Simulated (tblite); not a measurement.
Phenylacetylene, C8H6.
Numbering: `[CH:1]#[C:2][c:3]1[cH:4][cH:5][cH:6][cH:7][cH:8]1` (hydrogens: H9 on C1; H10 on C4; H11 on C5; H12 on C6; H13 on C7; H14 on C8)

Computed with GFN2-xTB (tblite), gas phase: Langevin dynamics at 300 K from the optimised GFN2-xTB geometry, time step 0.5 fs, friction 0.01 fs⁻¹, 2000 steps. The instantaneous temperature is 2·E(kin)/(3Nk) with all 3N coordinates.

```tsv
t (fs)	T (K)	E(pot) above start (eV)	C1≡C2 (Å)	C2–C3 (Å)	C3–C4 (Å)	C4–C5 (Å)	C5–C6 (Å)	C1–H9 (Å)
0	232	0.000	1.200	1.416	1.395	1.382	1.386	1.049
25	206	0.277	1.185	1.429	1.357	1.392	1.397	1.074
50	210	0.398	1.225	1.451	1.383	1.393	1.409	1.022
75	210	0.409	1.181	1.406	1.389	1.364	1.366	1.092
100	276	0.449	1.185	1.435	1.426	1.357	1.354	1.008
125	240	0.344	1.203	1.409	1.406	1.358	1.390	1.079
150	211	0.378	1.206	1.437	1.464	1.371	1.426	1.021
175	300	0.265	1.193	1.409	1.399	1.354	1.432	1.063
200	231	0.361	1.209	1.405	1.413	1.357	1.404	1.080
225	283	0.440	1.194	1.429	1.432	1.354	1.408	1.014
250	269	0.528	1.179	1.399	1.448	1.339	1.398	1.092
275	303	0.436	1.220	1.380	1.411	1.342	1.369	1.004
300	287	0.361	1.199	1.415	1.411	1.363	1.391	1.128
325	264	0.457	1.181	1.446	1.405	1.378	1.433	1.000
350	384	0.388	1.218	1.409	1.411	1.381	1.402	1.129
375	308	0.485	1.223	1.431	1.421	1.391	1.376	1.011
400	287	0.514	1.189	1.466	1.400	1.381	1.391	1.092
425	267	0.468	1.222	1.436	1.388	1.402	1.385	1.034
450	356	0.432	1.212	1.407	1.348	1.398	1.395	1.088
475	300	0.562	1.180	1.453	1.373	1.403	1.391	1.030
500	310	0.572	1.203	1.390	1.383	1.385	1.381	1.049
525	362	0.515	1.219	1.364	1.398	1.413	1.373	1.068
550	394	0.441	1.185	1.396	1.385	1.417	1.399	1.062
575	287	0.554	1.185	1.376	1.384	1.386	1.402	1.020
600	325	0.551	1.218	1.442	1.447	1.390	1.345	1.089
625	316	0.526	1.197	1.435	1.388	1.378	1.355	1.034
650	250	0.480	1.203	1.438	1.374	1.361	1.378	1.071
675	266	0.344	1.218	1.454	1.381	1.379	1.385	1.047
700	174	0.420	1.211	1.445	1.416	1.369	1.372	1.058
725	210	0.352	1.215	1.428	1.404	1.387	1.384	1.036
750	201	0.532	1.206	1.435	1.381	1.379	1.393	1.087
775	208	0.448	1.197	1.405	1.438	1.380	1.407	1.012
800	274	0.450	1.194	1.406	1.446	1.366	1.411	1.077
825	178	0.423	1.195	1.362	1.422	1.373	1.404	1.015
850	223	0.444	1.196	1.417	1.455	1.373	1.427	1.113
875	227	0.336	1.204	1.413	1.434	1.372	1.405	1.013
900	276	0.434	1.208	1.376	1.400	1.334	1.416	1.085
925	300	0.437	1.191	1.447	1.382	1.342	1.401	1.047
950	342	0.487	1.189	1.461	1.388	1.388	1.399	1.053
975	290	0.779	1.229	1.463	1.393	1.433	1.405	1.076
1000	399	0.475	1.214	1.418	1.407	1.409	1.370	1.040
```

Task: From 500 fs on, how do temperature and potential energy compare with equipartition?

Result: The mean temperature of these 21 frames is 277 K against the target 300 K, and the mean potential energy 0.48 eV against 36 × kT/2 = 0.47 eV for 36 classical harmonic modes. For 14 atoms in a canonical ensemble the temperature itself scatters by T·√(2/(3N)) = 65 K; here its standard deviation is 64 K. The whole run lasts only 10 friction times of 100 fs, so these averages carry a wide statistical error.

Task: What are the kinetic and total energies of the listed frame with the highest potential energy?

Result: The one at 975 fs, 0.779 eV above the start. Its kinetic energy is 3NkT/2 = 0.524 eV at 290 K, so the sum is 1.30 eV; over the listed frames the sum runs from 0.42 to 1.30 eV, since the thermostat adds and removes energy.

Task: How much do the listed bonds fluctuate from 500 fs on?

Result: 
```tsv
bond	at the start (Å)	mean (Å)	standard deviation (Å)
C1≡C2	1.200	1.204	0.012
C2–C3	1.416	1.418	0.031
C3–C4	1.395	1.405	0.025
C4–C5	1.382	1.382	0.022
C5–C6	1.386	1.391	0.020
C1–H9	1.049	1.055	0.027
```

The motion is classical and holds no zero-point motion.

What follows is the cost of the whole dynamics run. The run took 8.2 s wall on Arm Neoverse V2, one thread, on a shared host, and the process peaked at 0.18 GiB of memory.
